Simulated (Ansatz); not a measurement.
# Structural relaxation of random wurtzite alloy of AlN and GaN (72 atoms)

Wanted: the relaxed structure of random wurtzite alloy of AlN and GaN (72 atoms) and its electronic structure.

Main program and level: Ansatz 0.2.0; Kohn-Sham DFT, PBE, PAW (set soft_2), plane waves.

**1. The starting structure**

The cell holds 72 atoms: 32 Al, 36 N and 4 Ga. Cell: a = 9.362 Å, b = 9.362 Å, c = 10.009 Å, α = 90.0°, β = 90.0°, γ = 120.0°. It derives from AlN (wurtzite) and GaN, repeated 3×3×2. Wurtzite AlN, 3 x 3 x 2 conventional cells, 4 of 36 Al sites given to Ga at random (x = 0.111), lattice by Vegard's rule (a = 3.121 Å, c = 5.005 Å); not relaxed, displaced by a Gaussian of 0.02 Å.

What the set-up can't give: The host structure and its lattice constant were typed by rule, without a check against the phase diagram. The Brillouin zone is sampled at Γ only, in a cell whose shortest periodic width is 8 Å.

**2. Single point at the start**

A single point comes first, to see the forces before anything moves.

File input.yaml:

```yaml
crystal:
  lattice:
    - [9.3618, 0.0, 0.0]
    - [-4.6809, 8.10756, 0.0]
    - [0.0, 0.0, 10.0092]
  atoms:
    - { symbol: Al, position: [0.00177, 0.00213, 0.00108] }
    - { symbol: "N", position: [0.11097, 0.22513, 0.05968] }
    - { symbol: Al, position: [0.11106, 0.22216, 0.24809] }
    - { symbol: "N", position: [0.99673, 0.00159, 0.30812] }
    [... 62 atom lines left out ...]
    - { symbol: Ga, position: [0.77631, 0.88643, 0.24941] }
    - { symbol: "N", position: [0.66816, 0.66563, 0.30907] }
    - { symbol: Al, position: [0.66676, 0.66085, 0.50291] }
    - { symbol: "N", position: [0.78009, 0.88808, 0.55549] }
    - { symbol: Al, position: [0.77718, 0.88966, 0.74872] }
    - { symbol: "N", position: [0.66418, 0.66568, 0.80934] }
kpoints:
  mp_grid: { grid: [1, 1, 1] }
hamiltonian:
  xc: pbe
scf:
  occupations: { method: fixed }
output:
  forces: true
  stress: true
  populations: true
  dos:
    method: { smearing: { sigma: 0.08 } }
    de: 0.1
    projected: { site_lists: { Al: [Al], Ga: [Ga], "N": ["N"] } }
  eigenvalues: true
```

On the command line:

```console
$ ansatz run input.yaml --threads 4 --pin off --max-ram 8192MiB --backend cpu --events-out ev --progress --plain --runs-dir out
```

Run time: 8.6 s. Hardware: 4 threads of Arm Neoverse V1, shared host; peak memory 0.9 GiB.

Numbers from this run:

```
free energy                                      : -46242.6152 eV
free energy per atom                             : -642.2585 eV/atom
SCF cycles                                       : 8
pressure                                         : 4.597 GPa
r.m.s. force component                           : 0.5441 eV/Å
longest force                                    : 2.05 eV/Å
Fermi energy                                     : 7.564 eV
gap (highest filled to lowest empty level) : 3.837 eV
spilling of the projection                       : 0.006833
```

The r.m.s. force component of 0.54 eV/Å and the pressure of 4.6 GPa set the starting point.

Length of the force by element:

```csv
element,coordination,atoms,mean length of the force (eV/Å),spread,least,most
Al,all,32,0.715,0.351,0.150,1.67
Ga,all,4,0.647,0.323,0.235,1.04
N,all,36,0.953,0.498,0.231,2.05
```

**3. Cell and atoms relaxed**

The cell is relaxed with the atoms, since the starting lattice needn't suit this functional.

input.yaml, the sections that differ from step 2:

```yaml
output:
  forces: true
relax:
  f_tol: 0.05
  max_steps: 200
  cell: {}
# crystal, kpoints, hamiltonian, scf: as in step 2
```

Run time: 27 s. Hardware: 4 threads; peak memory 0.87 GiB; 1.7 min of CPU time.

The steps of the relaxation:

```csv
step,energy less that of the first step (eV),largest force component (eV/Å),pressure (GPa),volume (Å³)
1,0.0000,1.8734,4.60,759.71
2,-1.1046,0.9048,1.88,768.13
3,-1.4653,0.0640,0.05,774.40
4,-1.4665,0.0054,0.01,774.58
5,-1.5151,0.0055,0.12,774.58
6,-1.5138,0.0013,0.00,775.05
7,-1.5149,0.0013,0.00,775.05
```

```csv
cell as run,before,after,change
a (Å),9.362,9.445,+0.9 %
b (Å),9.362,9.445,+0.9 %
c (Å),10.009,10.032,+0.2 %
volume (Å³/atom),10.55,10.76,+2.0 %
```

The atoms that moved most (Å, as changes of fractional coordinates times the final cell):

```csv
atom,dx,dy,dz,length
N66,0.037,-0.081,-0.044,0.099
N46,0.023,0.007,-0.094,0.097
N4,0.079,0.019,0.033,0.088
N52,-0.061,0.046,-0.013,0.077
N12,0.020,-0.004,-0.075,0.077
N6,0.064,-0.032,0.020,0.074
Al55,-0.055,0.035,-0.033,0.073
N48,-0.019,-0.064,0.030,0.073
```

The relaxation changed the energy by -21.0 meV/atom, and atoms moved by 0.045 Å r.m.s., 0.099 Å at most.

**4. Structure statistics after relaxation**

Bonds before and after, by the cutoffs listed below:

```csv
pair,bonds before,bonds after,mean before (Å),mean after (Å),spread before (Å),spread after (Å)
N-Al,128,128,1.901,1.907,0.026,0.007
N-Ga,16,16,1.897,1.962,0.024,0.005
```

Density 3.53 g/cm³, 10.76 Å³ an atom.

g(r), total and by pair (bins of 0.2 Å):

```csv
r (Å),total,N-N,N-Al,N-Ga,Al-Al,Al-Ga,Ga-Ga
1.80,0.78,0.00,1.75,0.00,0.00,0.00,0.00
2.00,3.86,0.00,7.60,8.80,0.00,0.00,0.00
2.20,0.00,0.00,0.00,0.00,0.00,0.00,0.00
2.40,0.00,0.00,0.00,0.00,0.00,0.00,0.00
2.60,0.00,0.00,0.00,0.00,0.00,0.00,0.00
2.80,0.00,0.00,0.00,0.00,0.00,0.00,0.00
3.00,2.09,3.73,0.68,0.23,3.88,1.53,0.00
3.20,3.64,6.84,0.22,0.66,6.65,9.25,7.90
3.40,0.00,0.00,0.00,0.00,0.00,0.00,0.00
3.60,2.25,0.00,4.38,5.40,0.00,0.00,0.00
3.80,0.60,0.00,1.31,0.31,0.00,0.00,0.00
4.00,0.00,0.00,0.00,0.00,0.00,0.00,0.00
4.20,0.00,0.00,0.00,0.00,0.00,0.00,0.00
4.40,2.63,2.63,2.63,2.63,2.62,2.71,1.97
4.60,0.00,0.00,0.00,0.00,0.00,0.00,0.00
4.80,1.62,0.00,3.23,3.31,0.00,0.00,0.00
5.00,0.38,0.66,0.09,0.00,0.67,0.76,0.00
5.20,0.00,0.02,0.00,0.00,0.00,0.00,0.00
5.40,2.58,5.09,0.00,0.00,5.19,5.53,2.62
5.60,0.06,0.12,0.07,0.00,0.00,0.00,0.00
5.80,1.51,0.47,2.75,2.77,0.02,0.21,0.00
6.00,1.46,2.46,0.24,0.30,2.93,2.54,4.38
6.20,1.00,0.78,1.21,1.15,0.70,1.28,0.00
6.40,0.35,0.53,0.16,0.36,0.57,0.18,0.00
6.60,1.99,0.00,4.00,3.77,0.00,0.00,0.00
6.80,0.06,0.00,0.10,0.23,0.00,0.00,0.00
7.00,1.64,2.09,1.20,1.18,2.08,2.15,1.56
7.20,0.17,0.00,0.34,0.40,0.00,0.00,0.00
```

Bonds by pair of elements; cutoffs follow the first minimum of g(r), held within bounds set by covalent radii, and pairs that aren't listed don't count as bonded:

```csv
pair A-B,cutoff (Å),bonds,mean length (Å),spread (Å),shortest (Å),B about A,A about B
N-Al,2.33,128,1.91,0.007,1.89,3.56,4
N-Ga,2.38,16,1.96,0.005,1.95,0.444,4
```

How many atoms have how many bonded neighbours:

```csv
element,mean,4
Al,4,32
Ga,4,4
N,4,36
```

Bond angles, per cent of each kind in bins of 5°:

```csv
angle (°),N-Al-N,Al-N-Al,Al-N-Ga,N-Ga-N
105–110,59.9,50.0,84.1,50.0
110–115,40.1,50.0,15.9,50.0
```

Bond angles (no mean is given where the spread exceeds 20°):

```csv
angle,count,mean (°),spread (°)
N-Al-N,192,109,1.8
Al-N-Al,170,110,1.8
Al-N-Ga,44,108,1.6
N-Ga-N,24,110,1.6
Ga-N-Ga,2,105,0.1
```

Rings of the network by King's shortest-path rule, up to 12 atoms, one path for each pair of neighbours; H, halogens, alkali and alkaline-earth atoms are left out, and the last column divides by all other atoms, bonded or not:

```csv
ring size (atoms),rings,per network atom
6,140,1.94
```

First main peaks of g(r), for some of the pairs, lie near 3.12 Å (N-N), 1.92 Å (N-Al), 1.98 Å (N-Ga), 3.12 Å (Al-Al) and 3.14 Å (Al-Ga). Counting bonds as in the table, all Al atoms have 4, all Ga atoms have 4 and all N atoms have 4 bonded neighbours. The N-Al-N angle averages 109° with a spread of 1.8°. All rings counted have 6 atoms.

**5. Single point at the relaxed geometry**

One more single point at the end of the walk gives the fuller output and checks the residual forces.

File input.yaml:

```yaml
crystal:
  lattice:
    - [9.44466, -0.00014, -4.0e-05]
    - [-4.72246, 8.17978, -0.00042]
    - [-5.0e-05, -0.00055, 10.03245]
  atoms:
    - { symbol: Al, position: [0.00177, 0.00069, 0.99914] }
    - { symbol: "N", position: [0.11139, 0.22246, 0.05773] }
    - { symbol: Al, position: [0.11254, 0.22306, 0.24925] }
    - { symbol: "N", position: [0.00625, 0.00388, 0.3114] }
    [... 62 atom lines left out ...]
    - { symbol: Ga, position: [0.77839, 0.88902, 0.25051] }
    - { symbol: "N", position: [0.66373, 0.66111, 0.31151] }
    - { symbol: Al, position: [0.66641, 0.66641, 0.50185] }
    - { symbol: "N", position: [0.77815, 0.88932, 0.5579] }
    - { symbol: Al, position: [0.77911, 0.88878, 0.74929] }
    - { symbol: "N", position: [0.66652, 0.6668, 0.80776] }
kpoints:
  mp_grid: { grid: [1, 1, 1] }
hamiltonian:
  xc: pbe
scf:
  occupations: { method: fixed }
output:
  forces: true
  stress: true
  populations: true
  dos:
    method: { smearing: { sigma: 0.15 } }
    de: 0.1
    projected: { site_lists: { Al: [Al], Ga: [Ga], "N": ["N"] } }
  eigenvalues: true
  write_density: true
  write_potential: true
  volumetric_format: npy
```

Wall time 8.7 s (4 threads); peak memory 0.91 GiB.

The run gave:

```
free energy                                      : -46244.1301 eV
free energy per atom                             : -642.2796 eV/atom
SCF cycles                                       : 8
pressure                                         : 0.001847 GPa
r.m.s. force component                           : 0.00072 eV/Å
longest force                                    : 0.00222 eV/Å
Fermi energy                                     : 7.349 eV
gap (highest filled to lowest empty level) : 3.638 eV
spilling of the projection                       : 0.006776
```

Löwdin charges by element (they lack the spilled electrons, 0.031 e an atom on average):

```csv
element,coordination,atoms,mean charge (e),spread,least,most
Al,all,32,1.11,0.0044,1.10,1.12
Ga,all,4,0.753,0.0038,0.748,0.758
N,all,36,-1.01,0.0406,-1.04,-0.901
```

Charge against the make-up of the first shell:

```csv
Ga neighbours of N,atoms,mean charge (e)
0,22,-1.04
1,12,-0.969
2,2,-0.902
```

States in the cell by windows of 1 eV, zero at the Fermi level; the larger projections on atomic orbitals stand beside the total:

```csv
from (eV),to (eV),total,N p,Al p,Al s,N s,Ga d
-14,-13,42.3,0.4,8.0,2.3,19.0,11.7
-13,-12,44.2,0.4,5.3,0.8,15.4,21.7
-12,-11,7.4,0.1,0.7,0.1,3.0,3.1
-11,-7,0.0,0.0,0.0,0.0,0.0,0.0
-7,-6,1.7,0.9,0.4,0.2,0.0,0.0
-6,-5,9.9,5.8,0.8,0.8,0.5,0.0
-5,-4,54.1,34.5,8.5,7.3,2.1,0.1
-4,-3,28.4,19.4,3.5,2.8,1.7,0.1
-3,-2,16.3,12.8,2.6,0.3,0.0,0.0
-2,-1,60.6,50.5,7.4,0.5,0.4,0.1
-1,0,43.9,39.8,2.4,0.2,0.0,0.2
0,1,1.2,1.1,0.0,0.0,0.0,0.0
1,3,0.0,0.0,0.0,0.0,0.0,0.0
3,4,2.0,0.0,0.0,0.8,0.9,0.0
4,5,1.7,0.1,0.9,0.0,0.0,0.0
```

With fixed occupations the program's Fermi level is the highest filled level; weight inside the gap is the broadening of levels at its edges.

Between -16 and -14 eV lie 18 more states.

The levels nearest the highest filled one (over half full), pooled over k-points and spins:

```csv
level less the highest filled one (eV),occupation
-0.575,2
-0.546,2
-0.520,2
-0.246,2
-0.239,2
0,2
3.64,0
5.00,0
5.01,0
5.36,0
5.38,0
5.42,0
```

Mean Löwdin charges: Al +1.11, Ga +0.75, N -1.01 e (they miss 0.68 % of the electrons, so they add up to more than the cell's charge). The charge on N changes by +0.068 e for each Ga neighbour that takes the place of another kind, on average.

1 further run on a deliberately doubtful input is not shown.

**6. Summary of results**

```json
{"energy change in the relaxation": "-21.04 meV/atom", "r.m.s. displacement": "0.045 Å", "largest displacement": "0.099 Å", "free energy per atom": "-642.2796 eV/atom", "density": "3.528 g/cm³", "pressure": "0.001847 GPa", "r.m.s. force component": "0.00072 eV/Å", "gap (highest filled to lowest empty level)": "3.638 eV", "wall time of the 3 DFT runs": "44 s"}
```

What this shows: Relaxation lowers the energy by 21.0 meV/atom and moves atoms by 0.045 Å r.m.s.; the r.m.s. force component goes from 0.54 to 7.2e-4 eV/Å, the pressure goes from 4.6 to 0.0018 GPa, and the gap from 3.84 to 3.64 eV. Displacements are taken in the final cell, so they leave out its strain. By the final cutoffs no bond was broken or made. The cell grew by 2.0 % in volume. From the first step to the last the energy fell by 1.515 eV, and the largest move was 0.10 Å (N66, with 1 other atom within 2 % of it). The N-Ga bonds change most in mean length: from 1.897 Å (spread 0.024) to 1.962 Å (spread 0.005). Counting bonds as in the table, all Al atoms have 4, all Ga atoms have 4 and all N atoms have 4 bonded neighbours. The highest filled and lowest empty levels differ by 3.64 eV at Γ alone; the mesh holds the band edges only if they fold onto it, so the gap at this level can be narrower or closed, while semilocal functionals tend to narrow gaps against experiment.

[Logs are printed without paths, hosts, clocks, repeated set-up lines and the standing remarks that a program may print on its own settings, such as how far it seeks lower states.]

[Hosts, paths, dates, database ids (printed as entryN), source tags and the programs' standing remarks are cut or masked in the printed files.]
